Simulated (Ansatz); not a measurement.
Ansatz input

```yaml
crystal:
  lattice:
    - [0.0, 2.2266514208, 2.2266514208]
    - [2.2266514208, 0.0, 2.2266514208]
    - [2.2266514208, 2.2266514208, 0.0]
  atoms:
    - { symbol: Se, position: [0.0, 0.0, 0.0] }
hamiltonian:
  xc: pbe
  pseudopotentials:
    kind: paw
    azcp:
      Se: "pseudopotentials/Se.paw.azcp"
basis:
  ecutwfc: 420
  fft_grid_basis: typed
kpoints:
  mp_grid: { grid: [20, 20, 20], shift: [0, 0, 0] }
magnetization:
  spin_polarized: false
scf:
  occupations: { method: fermi_dirac, width: 0.1 }
output:
  stress: true
```

and its output:

```
Engine: ansatz 0.2.0, x86_64-unknown-linux-gnu
Pseudopotentials: kind: paw
Pseudopotential: Se, paw, valence charge 16, recommended cutoff 420 eV (normal) 
Functional definition: PBE
  parameter kappa = 0.804
  parameter beta = 0.06672455060314922
  exchange = pbe_x(kappa = kappa, mu = beta*pi^2/3)
  correlation = pbe_c(beta = beta)
Crystal: 1 atoms, lattice volume = 22.079 Å³
Basis set: ecut = 420 eV, 411 PW (Γ)
Bands: 12, of which v1, the nominal top of the filled ones, is band 8 counted from 1 (7 counted from 0)
Symmetry: 48 space group operations
Space group: Fm-3m (ITA 225), of the structure as read, at distance tolerance 2.8e-5 Å
k-points: 256 of 8000
Non-local potential: Se, projectors of the file, l = 0: 2, l = 1: 2, l = 2: 3, l = 3: 1
PAW form: soft (Blöchl's): semilocal exchange-correlation on the pseudo side does not see the compensation charge
PAW one-centre angular grid: Se, 590 points (default); XC on 64 Gauss nodes
Initial density: superposition of atomic densities (neutral atoms: chi_scale 0, normalization atom), corrected by the library's trained network
Initial wavefunctions: pseudopotential atomic-orbital guess
Functional: x = pbe(κ = 0.804, μ = 0.2195149727645171), c = pbe(β = 0.06672455060314922)
SCF iter   1: F=—  HF=-5468.338441 eV  |F-HF|=—  |Δ(HF+E_count)|=         —  Δρ=1.09e-3  dr2=8.31e-5  ethr=1.77e-3  ⟨swp⟩=5.1  Hψ=18303  notcnv=0
SCF iter   2: F=—  HF=-5468.338648 eV  |F-HF|=—  |Δ(HF+E_count)|=   2.07e-4  Δρ=7.77e-4  dr2=8.53e-5  ethr=5.19e-7  ⟨swp⟩=2.1  Hψ=7111  notcnv=0
SCF iter   3: F=—  HF=-5468.338717 eV  |F-HF|=—  |Δ(HF+E_count)|=   6.93e-5  Δρ=4.27e-4  dr2=1.90e-5  ethr=5.19e-7  ⟨swp⟩=2.0  Hψ=3695  notcnv=0
SCF iter   4: F=—  HF=-5468.338769 eV  |F-HF|=—  |Δ(HF+E_count)|=   5.14e-5  Δρ=1.12e-4  dr2=2.69e-6  ethr=1.19e-7  ⟨swp⟩=2.0  Hψ=3852  notcnv=0
SCF iter   5: F=—  HF=-5468.338768 eV  |F-HF|=—  |Δ(HF+E_count)|=   9.08e-7  Δρ=5.61e-5  dr2=6.90e-7  ethr=1.68e-8  ⟨swp⟩=1.0  Hψ=3072  notcnv=0
SCF iter   6: F=-5468.338768 eV  HF=-5468.338768 eV  |F-HF|=6.47e-10  |Δ(HF+E_count)|=   3.41e-7  Δρ=1.53e-6  dr2=3.87e-10  ethr=6.25e-10  ⟨swp⟩=2.6  Hψ=11396  notcnv=0
SCF 1 converged in 6 iterations: F = -5468.338768 eV  dr2 = 3.87e-10
SCF converged after 6 iterations
Free energy (F): -5468.338768 eV
Harris-Foulkes:  -5468.338768 eV  (|F-HF|=6.47e-10)
Internal energy: -5468.304624 eV  (E = F + TS)
E sigma→0 (E₀):  -5468.321696 eV
Entropy (-TS):   -0.034143 eV (-34.143 meV/atom)
Fermi energy:    9.655143 eV
--- Per-component energies (eV) ---
  E_band       = -364.128190
  E_kinetic    = 115.361072
  E_local      = -2148.074175  (includes V_loc(G=0)·N_el)
  E_nonlocal   = -593.940079
  E_hartree    = 1071.131535
  E_xc         = -102.709240
  E_vxc        = -96.222095  (∫ρ·V_xc dr)
  E_paw        = -1912.468146  (= ΣΔE_a)
  E_vpaw       = 216.485860  (= ΣTr[D̂ρ^β])
  E_aug_tail   = -0.000595  (compensation charges beyond the density's cutoff)
  E_ewald      = -1897.604996
  E_smearing   = -0.034143  (= −TS)
  E_closure    = -0.000000  (closes the sum)
  Σ components = -5468.338768   (vs F -5468.338768, Δ=0.00e0)
--- Stress (GPa, compression-positive) ---
       -4.495235      -0.000000      -0.000000
        0.000000      -4.495235       0.000000
       -0.000000       0.000000      -4.495235
  P = ⅓ Tr σ = -4.4952 GPa (-44.952 kbar)
```
